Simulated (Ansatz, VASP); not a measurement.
# W4C5: VASP beside Ansatz

```xyz
9
Lattice="2.8984 0.0000 0.0000 -1.4492 2.5101 0.0000 0.0000 0.0000 26.3104" Properties=species:S:1:pos:R:3 pbc="T T T"
C     1.4492    0.8367    7.7654
C     1.4492    0.8367   10.3594
C     1.4492    0.8367   13.1552
C     1.4492    0.8367   15.9510
C     1.4492    0.8367   18.5450
W     0.0000    0.0000    8.8579
W     0.0000    0.0000   11.7383
W     0.0000    0.0000   14.5721
W     0.0000    0.0000   17.4526
```

Alike in both runs: functional PBEsol; k mesh 12 × 12 × 1; occupations gaussian, width 0.1 eV; no spin polarisation.

Ansatz relaxed the structure, and its values are those at the end. VASP's run is a single point on that final structure, the one shown.

|  | VASP | Ansatz |
| --- | --- | --- |
| version | VASP 6.6.1 | Ansatz 0.2.0 |
| potentials or method | VASP PAW PBE potentials, release 64 (C, W_sv) | scalar-relativistic, plane waves, PAW |
| plane-wave cutoff (eV) | 520 | 420 |
| valence electrons in the cell | 76 | 76 |

|  | VASP | Ansatz | Ansatz less VASP |
| --- | --- | --- | --- |
| gap on the k mesh at the Fermi level (eV) | none | none | - |
| rms of the force components (eV/Å) | 0.031 | 0.001 | -0.0307 |

A gap of «none» marks a metal or a gap that the smearing closes. With one functional, cell and mesh, what is left measures potentials, basis and numerics.

Caveats: the PAW data sets were made with another functional, which shifts forces and pressure a little (VASP). The runs have no spin-orbit coupling, so splittings on W are missing.
